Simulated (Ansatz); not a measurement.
# Electron scattering at the Σ11 (113) boundary in fcc Ir with Bi (substitutional), part 2 of 2

Aim: the relaxed structure and the specific resistance of the Σ11 (113) boundary in fcc Ir with Bi (substitutional).

Ansatz 0.2.0; Ansatz plane-wave DFT, PBE, PAW files; relaxation of a bicrystal slab with its lowest layers held; PAW set soft_1 (the session's first sound run).

So far. Step 2 (Relaxing the bicrystal): The largest force component on a free atom ends at 0.0086 eV/Å, under the tolerance of 0.03, after 13 steps.

## Step 3: Transmission across the boundary

Bulk layers of each grain are laid under and over the relaxed boundary, and a lead is named in the middle of each, away from the free faces. The mesh across the current, 24×24, is finer than the density's, because channels open and close sharply across the zone. Energies from -0.1 to 0.1 eV in steps of 0.05 eV are too few for the program's thermal sum, so it prints no conductance; for a metal the transmission near the Fermi level serves, at a fraction of the cost.

This step: Ansatz plane-wave DFT, PBE, PAW files; ballistic transport by layer matching (Landauer), zero bias; boundary relaxed in a short slab, bulk layers laid on; PAW set soft_1 (Ansatz 0.2.0).

System of this step: Σ11 (113) boundary in fcc Ir with Bi (substitutional). The cell holds 38 atoms: 37 Ir and 1 Bi. Its edges and angles: a = 2.715 Å, b = 4.702 Å, c = 52.190 Å, α = 90.0°, β = 90.0°, γ = 73.2°. It derives from Ir. Regions: lower grain, 15 atoms (15 Ir); boundary, 11 atoms (10 Ir and 1 Bi); upper grain, 12 atoms (12 Ir). Vacuum lies along c.

Contents of input.yaml:

```yaml
crystal:
  lattice:
    - [2.7148657757, 0.0, 0.0]
    - [1.3574328878, 4.5020955671, 0.0]
    - [0.0, 0.0, 52.1900131235]
  atoms:
    - { symbol: Ir, position: [5.4545454543, -10.9090909089, 0.0766430158] }
    - { symbol: Ir, position: [5.1818181816, -10.3636363634, 0.0988239387] }
    - { symbol: Ir, position: [4.9090909089, -9.818181818, 0.1210048616] }
    - { symbol: Ir, position: [4.6363636361, -9.2727272725, 0.1431857844] }
    - { symbol: Ir, position: [4.3636363634, -8.7272727271, 0.1653667073] }
    - { symbol: Ir, position: [4.0909090907, -8.1818181816, 0.1875476302] }
    - { symbol: Ir, position: [3.818181818, -7.6363636362, 0.2097285531] }
    - { symbol: Ir, position: [3.5454545453, -7.0909090908, 0.231909476] }
    - { symbol: Ir, position: [3.2727272726, -6.5454545453, 0.2540903989] }
    - { symbol: Ir, position: [2.9999999999, -5.9999999999, 0.2762713217] }
    - { symbol: Ir, position: [2.7272727272, -5.4545454544, 0.2984522446] }
    - { symbol: Ir, position: [2.4545454544, -4.909090909, 0.3206331675] }
    - { symbol: Ir, position: [2.1818181817, -4.3636363635, 0.3428140904] }
    - { symbol: Ir, position: [1.909090909, -3.8181818181, 0.3649950133] }
    - { symbol: Ir, position: [1.6363636363, -3.2727272726, 0.3871759362] }
    - { symbol: Ir, position: [0.3636363636, 0.2727272728, 0.409356859] }
    - { symbol: Ir, position: [0.0921425132, 0.8157149736, 0.4313225384] }
    - { symbol: Ir, position: [0.8205749751, 0.3588500499, 0.454219524] }
    - { symbol: Ir, position: [0.5476620978, 0.9046758044, 0.4757832347] }
    - { symbol: Ir, position: [0.272369798, 0.455260404, 0.4981248738] }
    - { symbol: Bi, position: [-0.0115093962, 0.0230187924, 0.5332103957] }
    - { symbol: Ir, position: [0.2745382807, 0.4509234387, 0.5682427581] }
    - { symbol: Ir, position: [0.5503815942, 0.8992368117, 0.5906519853] }
    - { symbol: Ir, position: [0.8231995051, 0.3536009898, 0.6118819865] }
    - { symbol: Ir, position: [0.0957987279, 0.8084025442, 0.6355212904] }
    - { symbol: Ir, position: [0.3674856958, 0.2650286083, 0.6571859096] }
    - { symbol: Ir, position: [1.6402129686, -3.2804259371, 0.6793668325] }
    - { symbol: Ir, position: [1.9129402413, -3.8258804826, 0.7015477554] }
    - { symbol: Ir, position: [2.185667514, -4.371335028, 0.7237286783] }
    - { symbol: Ir, position: [2.4583947867, -4.9167895735, 0.7459096011] }
    - { symbol: Ir, position: [2.7311220594, -5.4622441189, 0.768090524] }
    - { symbol: Ir, position: [3.0038493321, -6.0076986644, 0.7902714469] }
    - { symbol: Ir, position: [3.2765766048, -6.5531532098, 0.8124523698] }
    - { symbol: Ir, position: [3.5493038775, -7.0986077553, 0.8346332927] }
    - { symbol: Ir, position: [3.8220311503, -7.6440623007, 0.8568142156] }
    - { symbol: Ir, position: [4.094758423, -8.1895168461, 0.8789951384] }
    - { symbol: Ir, position: [4.3674856957, -8.7349713916, 0.9011760613] }
    - { symbol: Ir, position: [4.6402129684, -9.280425937, 0.9233569842] }
kpoints:
  mp_grid: { grid: [10, 10, 1] }
hamiltonian:
  xc: pbe
  pseudopotentials: { kind: paw, azcp: { folder: soft_1 } }
scf:
  occupations: { method: fermi_dirac, width: 0.1 }
output:
  transmission:
    leads: [[8, 9], [30, 31]]
    kmesh: [24, 24]
    e_range: [-0.1, 0.1]
    de: 0.05
  write_potential: true
  write_density: true
  volumetric_format: npy
  elf: true
```

The run is started by

```bash
ansatz run input.yaml --threads 4 --pin off --max-ram 15360MiB --backend cpu --events-out ev --progress --plain --runs-dir out
```

Numbers of over 12 decimals in the logs are rounded to 6 here.

The program printed:

```text
[...]
Crystal: 38 atoms, lattice volume = 637.897 Å³
Basis set: ecut = 420 eV, 12525 PW (Γ)
Bands: 387, of which v1, the nominal top of the filled ones, is band 322 counted from 1 (321 counted from 0)
Symmetry: 2 space group operations
[...]
k-points: 31 of 100 (time reversal used)
[...]
SCF iter  12: F=-454055.312025 eV  HF=-454055.312025 eV  |F-HF|=8.44e-9  |Δ(HF+E_count)|=   2.11e-8  Δρ=1.51e-6  dr2=1.95e-8  ethr=1.55e-11  ⟨swp⟩=12.5  Hψ=36461  notcnv=0
SCF 1 converged in 12 iterations: F = -454055.312025 eV  dr2 = 1.95e-8
[...]
transmission: 1115 of 11147 steps passed
transmission: 2230 of 11147 steps passed
[...]
transmission: 11147 of 11147 steps passed
WARN: The output density's exchange-correlation potential varies sharply where the density is thin. Do not read a vacuum level from v_tot or v_xc, or from such a field of the output density. On a cell that repeats whose density bears no net charge and no dipole along the vacuum's axis use v_es (v_loc + v_h of the components); under efield.dipole_correction with no amplitude use v_es + v_field, which holds any externa [...]
SCF converged after 12 iterations
Free energy (F): -454055.312025 eV
[...]
Internal energy: -454054.057900 eV  (E = F + TS)
E sigma→0 (E₀):  -454054.684963 eV
Entropy (-TS):   -1.254126 eV (-33.003 meV/atom)
Fermi energy:    21.002013 eV
[...]
--- Band table (eV; the first three rows and the last of 31) ---
  k-point 0: bands = [... 318 lower, 20.1107, 20.1645, 20.2305, 20.4012, 20.4825, 20.5874, 20.6706, 20.7536, ... 61 higher]
  k-point 1: bands = [... 318 lower, 20.1388, 20.2129, 20.2792, 20.4487, 20.4667, 20.5117, 20.6117, 20.6682, ... 61 higher]
  k-point 2: bands = [... 318 lower, 20.2573, 20.2933, 20.3144, 20.3748, 20.5173, 20.5290, 20.5869, 20.6070, ... 61 higher]
  k-point 30: bands = [... 318 lower, 21.8239, 21.8524, 21.8595, 21.8848, 21.8909, 21.9084, 21.9381, 21.9906, ... 61 higher]
--- Transmission ---
  basis      : 107 plane waves across, 71 finite elements along
  points     : 157, standing for a mesh of 24 x 24
  energies   : 5 from -0.100000 to 0.100000 eV about the Fermi level, 0.050000 eV apart; the leads are filled to 0.000000 eV, and channels, transmission and decay are at 0.000000 eV
  crystal 0  : Ir2, at the sites [8, 9], period 2.3152 Å, over 18.52 Å; its Hamiltonian steps by up to 17.3 meV
    offset         : up to 0.0000 Å between an atom of the period and one for which it stands
    channels       : 3.322917e0 a spin
    conductance    : none, the energies end too early or step too widely for 300 K: set another output.transmission.e_range or a lower de, or, where they end at an eighth of basis.ecutwfc, a higher one
[...]
channels       : 3.315972e0 a spin
[...]
junction   : crystal 0 to crystal 1, 12.68 to 39.51 Å
    transmission   : 1.038818e0 a spin
[...]
```

It took 9.8 min on 4 threads of Intel Xeon Platinum 8488C (Sapphire Rapids), shared host; peak memory 9.9 GiB.

Numbers from this step:

```
free energy                                    : -454055.3120 eV
energy at zero smearing                        : -454054.6850 eV
Fermi energy                                   : 21.00 eV
cell area                                      : 12.22 Å²
transmission per spin nearest the Fermi level  : 1.039
open channels per spin nearest the Fermi level : 3.323
open channels per spin, upper lead             : 3.316
step of the lead's potential                   : 17.3 meV
step of the upper lead's potential             : 21.6 meV
```

Per spin. The transmission, zone mean by energy, zero at the Fermi level:

```
energy (eV)  transmission, zone mean
    -0.1000                    0.974
    -0.0500                     1.01
     0.0000                     1.04
     0.0500                     1.06
     0.1000                     1.05
```

Per spin. The open channels, zone mean by energy, zero at the Fermi level:

```
energy (eV)  lead  upper lead
    -0.1000  3.15        3.16
    -0.0500  3.26        3.25
     0.0000  3.32        3.32
     0.0500  3.34        3.35
     0.1000  3.34        3.34
```

Transmission over k1 and k2. At 0.0000 eV from the Fermi level.

Ten even steps from '0' (0.02) to '9' (1.96):
```
888766677864357667745979
777825668865346488555828
446844467874454687456733
545974677665537775455654
766945676443578763445544
765826778677046521125545
746865788784024301125535
547754577762012211124544
478955456541002121125544
788955432320001221125553
887865410220011221125638
892754111111111111145729
883652112211002201456878
735552112210002323455988
444552112120014565455987
544542111221026777545774
753552110342048788756864
754552112564077687762856
744554436787534467654966
545655457773556677647954
433765478645447876444864
782855588464356886652877
897954776675346877666788
888955777864346877755988
```
Columns: k1 (b1) from -0.5 to 0.458; rows upwards: k2 (b2) from -0.5 to 0.458.

Open channels over k1 and k2. At 0.0000 eV from the Fermi level.

Ten even steps from '0' (1.00) to '9' (6.00):
```
666946444889998646644646
666822446889996666644624
464822244889986666446424
224922444668868666446422
448922444666888664442422
444826666688644442222422
424846666684444422222402
266944666644444422224422
466644466444444222222422
666644444444444222222424
664664422444442222222424
662464222244644222246426
642422222224444422446646
642422222244444444444666
422422222244444466444666
222442222444444666644966
420422222444448666664842
422422224444688666662844
422424446688866644422984
222464466686886644422942
442464466668998844222846
642644666669998864422866
664644664689998844464966
666646644889998844664666
```
Columns: k1 (b1) from -0.5 to 0.458; rows upwards: k2 (b2) from -0.5 to 0.458.

ELF in the cb plane at fractional x = 0.913, with atoms of Ir and Bi within 0.2 Å of it. It is the smooth field of the valence electrons, not physical close to the nuclei.

Ten even steps from '0' (0.13) to '9' (0.59), each cell a mean:
```
33332112479843323432125521452123432333798532
33333233589953434333214666642233343334899633
33356444589743333334322355422343343333799644
44477434356433322344322111112344322233466443
33476433223343333334432100023443333333432233
33333332112345533324442100123442333554332123
33333432223489963323433200133432335998532223
66433333333698984333344322244333337989733333
99733334333489983212344444444321237999523343
77953334333356642100134544543100124676333343
99952123333433333210025400353000133323433332
76531012334433333321025300253012333333343321
```
Columns run along c (16.0 Å, from fractional 0.36 to 0.67 of the cell), rows up along b (4.7 Å). Atoms in or near the plane, at fractional coordinates: Ir at (0.36, 0.18), Bi at (0.53, 0.02).

Valence density in the cb plane at fractional x = 0.913, with atoms of Ir and Bi within 0.2 Å of it. It is the smooth field of the valence electrons, not physical close to the nuclei.

Values in e/Å³, 7 rows by 16 columns, each cell a mean:
```
0.4 0.4 0.4 3.6 1.9 0.5 0.6 0.2 1.5 2.3 0.2 0.5 0.7 0.8 4.0 0.7
0.5 1.6 0.6 3.2 1.6 0.5 0.6 0.2 0.2 0.3 0.2 0.5 0.6 0.8 3.9 0.8
0.5 1.8 0.5 0.5 0.5 0.4 0.5 0.6 0.1 0.1 0.4 0.5 0.4 0.4 0.6 0.4
0.4 0.5 0.4 0.3 2.0 2.1 0.5 0.8 0.2 0.1 0.6 0.6 1.2 2.7 0.4 0.3
2.6 0.5 0.5 0.4 4.7 4.9 0.4 0.4 0.2 0.2 0.3 0.4 2.9 6.6 0.5 0.4
7.9 0.9 0.4 0.3 1.6 1.7 0.2 0.2 1.0 1.6 0.2 0.2 1.1 2.4 0.4 0.4
3.8 0.5 0.3 0.6 0.5 0.4 0.3 0.2 3.0 4.7 0.3 0.2 0.4 0.4 0.6 0.3
```
Columns run along c (16.0 Å, from fractional 0.36 to 0.67 of the cell), rows up along b (4.7 Å). Atoms in or near the plane, at fractional coordinates: Ir at (0.36, 0.18), Bi at (0.53, 0.02).

Electrostatic potential energy in the cb plane at fractional x = 0.913, with atoms of Ir and Bi within 0.2 Å of it. With pseudopotentials it is smooth inside the atoms' cores, unlike the true potential.

Values in eV, 7 rows by 16 columns, each cell a mean:
```
 17  18  19 -25  -5  15  12  21  -5 -15  19  16  12  10 -30  12
 16  -5  14 -21  -3  17  13  21  19  17  22  16  13  10 -29  11
 15 -10  16  16  16  19  18  14  22  23  17  16  20  18  13  19
 19  16  19  21  -6  -7  16   8  22  23  12  13   4 -14  19  20
-15  17  17  19 -28 -29  19  19  20  20  19  20 -14 -40  15  17
-43   9  19  20  -3  -3  22  22   1  -8  20  23   6 -13  19  19
-24  16  22  13  16  19  21  21 -19 -30  16  22  19  18  13  20
```
Columns run along c (16.0 Å, from fractional 0.36 to 0.67 of the cell; values clipped at the 3rd and 97th percentile), rows up along b (4.7 Å). Atoms in or near the plane, at fractional coordinates: Ir at (0.36, 0.18), Bi at (0.53, 0.02).

Over the solved energies the transmission per spin lies between 0.974 and 1.06, out of 3.28 channels of the lead on average (up to 3.34).

## Step 4: Specific resistance

This step: Ansatz plane-wave DFT, PBE, PAW files; ballistic transport by layer matching (Landauer), zero bias; specific resistance of the boundary; PAW set soft_1 (Ansatz 0.2.0).

Numbers from this step:

| Item | Value |
| --- | --- |
| area resistance | 1.057 fΩ m² |
| T over the leads' mean channel count | 0.3123 |

Averaged over the energies near the Fermi level, 31.2 % of the channels pass, which makes 1.06 fΩ m².

By hand, with T and the leads' channels N averaged over the energies near the Fermi level: RA = A (h/2e²)(1/T − ½[1/N₁ + 1/N₂]) = 12.22×10⁻²⁰ m² × 12 906 Ω × (1/1.026 − ½[1/3.285 + 1/3.285]) = 1.06 fΩ m².

## Step 5: Summary of results

```
specific resistance of the boundary : 1.06 fΩ m²
share of channels that pass         : 0.312
```

What this shows: The boundary has a specific resistance of 1.1 fΩ m². The boundary reflects 69 % of the channels; 1.1 fΩ m² is 11×10⁻¹² Ω·cm². One Bi in 12.2 Å² of boundary is a high coverage. Each plane of this narrow cell holds one atom, so the solute fills a whole plane. One starting structure was relaxed; another shift or atom count at the boundary may lie lower. Spin-orbit coupling is left out, which matters for Bi and Ir.

[Logs are printed without paths, hosts, clocks, repeated set-up lines and the standing remarks that a program may print on its own settings, such as how far it seeks lower states.]

[Hosts, paths, dates, database ids (printed as entryN), source tags and the programs' standing remarks are cut or masked in the printed files.]
